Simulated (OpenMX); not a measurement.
**TiB2 in OpenMX: convergence with VNA**

Crystal: TiB2.

```xyz
3
Lattice="3.0292 0.0000 0.0000 -1.5146 2.6234 0.0000 0.0000 0.0000 3.2284" Properties=species:S:1:pos:R:3 pbc="T T T"
Ti    0.0369   -0.1077    0.0178
B     1.5097    0.9646    1.6920
B    -0.1007    1.7478    1.5445
```

The cell isn't the ideal one: atoms moved at random, drawn with an rms of 0.1 Å.

```yaml
Program: OpenMX 3.8.5
Task: convergence study
Functional: PBE
Potentials_or_basis: OpenMX 2013 PBE set, Ti7.0-s2p2d1, B7.0-s2p2, grid cutoff 400 Ry
k_mesh: 7 × 7 × 7
Occupations: fermi-dirac, width 0.05 eV
Spin: no spin polarisation
```

These are the settings of the first run; the series varies VNA, with any setting tied to it.

Hardware: 1 thread of Intel(R) Xeon(R) Platinum 8259CL CPU @ 2.50GHz (Skylake/Cascade Lake), on a shared host.

Task: The values tried are 1 3, 2 4, 3 6, 4 8, 5 10, 6 12, 6 16, loosest first. From which on does the largest force stay within 0.005 eV/Å of the tightest run that finished?

Result: From 6 12 on.

| VNA | energy less the tightest run, at zero smearing (meV/atom) | pressure (GPa) | largest force (eV/Å) | SCF cycles | CPU time (s) | peak memory (GiB) |
| --- | --- | --- | --- | --- | --- | --- |
| 1 3 | -560465.40 | -41955.70 | 811.203 | 25 | 180 | 0.68 |
| 2 4 | -28262.02 | -5032.08 | 171.968 | 19 | 150 | 0.69 |
| 3 6 | -17.25 | 4.57 | 3.392 | 17 | 160 | 0.7 |
| 4 8 | -19.62 | 4.31 | 3.336 | 17 | 170 | 0.72 |
| 5 10 | -7.60 | 5.04 | 3.299 | 17 | 200 | 0.77 |
| 6 12 | 4.41 | 5.83 | 3.279 | 17 | 230 | 0.83 |
| 6 16 | 0.00 | 5.88 | 3.278 | 17 | 260 | 0.88 |

Against the tightest run, the pressure stays within 0.1 GPa from 6 12 on. Not settled before the last step: the energy (to 1 meV/atom). The tightest run that finished is the yardstick and may itself not be fully converged.

Caveat, for the tightest run too: the transition metal has a single d function, too few for pressures, volumes and moments; the basis of atomic orbitals isn't converged, which shifts pressures, moduli and gaps.
